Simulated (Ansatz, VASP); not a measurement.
# One calculation of Fe, two programs

```
Fe
1.0
     2.23667    0.00000    0.00000
     0.00000    2.23667    0.00000
     0.00000    0.00000    2.23667
Fe
1
Direct
  0.00000 0.00000 0.00000
```

Alike in both runs: functional PBEsol; k mesh 13 × 13 × 13; occupations fermi-dirac, width 0.1 eV; no spin polarisation.

Ansatz relaxed the structure, and its values are those at the end. VASP's run is a single point on that final structure, the one shown.

|  | VASP | Ansatz |
| --- | --- | --- |
| version | VASP 6.6.1 | Ansatz 0.2.0 |
| potentials or method | VASP PAW PBE potentials, release 64 (Fe) | plane waves (420 eV) with PAW, scalar-relativistic |
| plane-wave cutoff (eV) | 520 | 420 |
| valence electrons in the cell | 8 | 16 |

```tsv
	VASP	Ansatz	Ansatz less VASP
pressure (GPa)	-0.7	0.0	+0.72
```

The two sets of potentials don't hold the same shells in valence. Ansatz warned: «pseudo_functional_mismatch».

Caveats: the PAW data sets were made with another functional, which shifts forces and pressure a little (VASP); the run has no spin polarisation, though such a crystal can be magnetic. Spin polarisation is off, so any magnetic state and its effect on volume and gap are missing.
